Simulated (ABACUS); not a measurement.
# Ge (Fd-3m) in ABACUS: further runs, part 2 of 2

ABACUS 3.10.1. The steps go on from the part before.

## (3) Relaxation of cell and atoms, OLYP

Contents of INPUT:

```
INPUT_PARAMETERS
suffix              Ge
calculation         cell-relax
basis_type          pw
pseudo_dir          ./
symmetry            1
dft_functional      GGA_X_OPTX+GGA_C_LYP
ecutwfc             79
pseudo_rcut         10
nspin               1
nbands              18
ks_solver           dav
smearing_method     fd
smearing_sigma      0.00367493
scf_thr             1e-08
scf_nmax            100
mixing_type         broyden
mixing_beta         0.7
cal_force           1
cal_stress          1
relax_nmax          60
force_thr_ev        0.005
relax_method        cg
out_stru            1
stress_thr          0.5
kpar                4
```

Contents of STRU:

```
ATOMIC_SPECIES
Ge 72.6300 32_Ge_14_2.2_2.3_pbe_n_v1.0.upf

LATTICE_CONSTANT
1.8897261246

LATTICE_VECTORS
0.0000000000 2.8289100000 2.8289100000
2.8289100000 0.0000000000 2.8289100000
2.8289100000 2.8289100000 0.0000000000

ATOMIC_POSITIONS
Direct

Ge
0.0
2
0.7500000000 0.7500000000 0.7500000000 1 1 1
0.5000000000 0.5000000000 0.5000000000 1 1 1
```

Contents of KPT:

```
K_POINTS
0
Gamma
6 6 6 0 0 0
```

Potentials or basis: SPMS ONCV 1.0 PBE, plane waves.

The run is started by

```console
$ OMP_NUM_THREADS=1 mpirun -np 4 abacus > log
```

running log:

```text
ABACUS v3.10.1

               Atomic-orbital Based Ab-initio Computation at UStc

 ------------------------------------------------------------------------------------

 READING GENERAL INFORMATION
                           global_out_dir = OUT.Ge/
                           global_in_card = INPUT
                               pseudo_dir = ./
                              orbital_dir =
                                    DSIZE = 4
                                    GSIZE = 1

 READING UNITCELL INFORMATION
                                    ntype = 1
                  lattice constant (Bohr) = 1.88973
              lattice constant (Angstrom) = 1

 READING ATOM TYPE 1
                               atom label = Ge
                      L=0, number of zeta = 1
                      L=1, number of zeta = 1
                      L=2, number of zeta = 1
             number of atom for this type = 2

                        TOTAL ATOM NUMBER = 2
DIRECT COORDINATES
    atom                   x                   y                   z     mag                  vx                  vy                  vz
taud_Ge1            0.7500000000        0.7500000000        0.7500000000  0.0000        0.0000000000        0.0000000000        0.0000000000
taud_Ge2            0.5000000000        0.5000000000        0.5000000000  0.0000        0.0000000000        0.0000000000        0.0000000000

                          Volume (Bohr^3) = 305.551
[... 407 lines left out ...]
taud_Ge2            0.5000000000        0.5000000000        0.5000000000  0.0000        0.0000000000        0.0000000000        0.0000000000

                          Volume (Bohr^3) = 339.223988
                             Volume (A^3) = 50.267749
[... 10 lines left out ...]
 -------------------------------------------
 STEP OF RELAXATION : 3
 -------------------------------------------

[... set-up of the moved cell ...]

 PW ALGORITHM --------------- ION=   3  ELEC=   1--------------------------------
 Notice: Threshold on eigenvalues was too large.
 hsover_error=0.280000 > DRHO=0.000274
 Origin diag ethr = 0.010000
 New diag ethr = 0.000001

 Density error is 0.000243692384
                          Error Threshold = 0.000000977458
----------------------------------------------------------
     Energy           Rydberg                 eV
----------------------------------------------------------
 E_KohnSham     -322.9829003339      -4394.4078011069
 E_Harris       -322.9485032665      -4393.9398049961
 E_Fermi        0.6878308960         9.3584194458
----------------------------------------------------------

[... 3 further cycles ...]
 PW ALGORITHM --------------- ION=   3  ELEC=   5--------------------------------

 Density error is 0.000000004028
                          Error Threshold = 0.000000001035
----------------------------------------------------------
     Energy           Rydberg                 eV
----------------------------------------------------------
 E_KohnSham     -322.9830118207      -4394.4093179634
 E_KS(sigma->0) -322.9829364010      -4394.4082918250
 E_Harris       -322.9832260466      -4394.4122326552
 E_band         -20.8447098309       -283.6068268567
 E_one_elec     -151.2314051797      -2057.6088269913
 E_Hartree      91.4812284543        1244.6659670180
 E_xc           -72.4958463722       -986.3565919940
 E_Ewald        -190.7368378836      -2595.1078137194
 E_entropy(-TS) -0.0001508395        -0.0020522767
 E_descf        0.0000000000         0.0000000000
[... 108 lines left out ...]
 Largest gradient in stress is 0.207754 kbar.
 Threshold is 0.500000 kbar.

 Relaxation is converged!

 --------------------------------------------
 !FINAL_ETOT_IS -4394.4093179633600812 eV
 --------------------------------------------
```

stdout:

```text
ABACUS v3.10.1

               Atomic-orbital Based Ab-initio Computation at UStc

 dft_functional readin is: GGA_X_OPTX+GGA_C_LYP
 dft_functional in pseudopot file is: PBE
 Please make sure this is what you need
[... 79 lines left out ...]
----------------------------------------------------------------
 TOTAL-STRESS (KBAR)
----------------------------------------------------------------
        -0.2077536765         0.0000000000         0.0000000000
         0.0000000000        -0.2077536765        -0.0000000000
         0.0000000000        -0.0000000000        -0.2077536765
----------------------------------------------------------------
 TOTAL-PRESSURE: -0.207754 KBAR

 ETOT DIFF (eV)       : -0.006660
 LARGEST GRAD (eV/A)  : 0.000000
```

Run time: 7 s. Hardware: 4 MPI ranks of AMD EPYC 9R45 (Zen 5), shared host; peak memory 0.36 GiB.

What came out:

| Quantity | Value |
| --- | --- |
| Free energy | -4394.4093 eV |
| Relaxed volume | 25.13 Å³/atom |
| Relaxed cell | a = 4.143 Å, b = 4.143 Å, c = 4.143 Å, α = 60.00°, β = 60.00°, γ = 60.00° |
| Space group after relaxing (to 0.05 Å) | Fd-3m (No. 227) |
| Energy gained by relaxing | 46.3 meV/atom |
| Ionic steps | 3 |
| Pressure after relaxing | 0.0 GPa |
| Band gap on the k mesh | none (metal or under the smearing width) |

The path:
```
step  energy change (eV)  largest force (eV/Å)  pressure (GPa)  volume (Å³)
   1              0.0000                0.0000            6.48        45.28
   2             -0.0860                0.0000           -1.35        51.79
   3             -0.0927                0.0000           -0.02        50.27
```

Final structure:
```yaml
crystal:
  lattice:
    - [0.00000, 2.92923, 2.92923]
    - [2.92923, 0.00000, 2.92923]
    - [2.92923, 2.92923, 0.00000]
  atoms:
    - { symbol: Ge, position: [0.75000, 0.75000, 0.75000] }
    - { symbol: Ge, position: [0.50000, 0.50000, 0.50000] }
```

Caveat: the potentials were made for another functional, which shifts forces and pressure; the volume moved by +11 % from the deposited cell, more than functionals usually miss; this crystal is a semiconductor, whose small gap the functional closes, so the metal is an error of the method.

## (4) How close it comes

Step 2. A measured gap of Ge is 0.807 eV (direct; 300 K; “Electronic and optical properties of SixGe1-x-ySny alloys lattice-matched to Ge”, 2021, arxiv:2109.02782); the calculated 0.08 eV misses it by -0.72 eV. 3 values of this kind are on record (0.666 to 0.807 eV); this one was drawn at random among those near their median. Spin-orbit coupling on Ge is left out. The value is that of OLYP on a finite k mesh, which can miss the band edges, without temperature or zero-point motion.
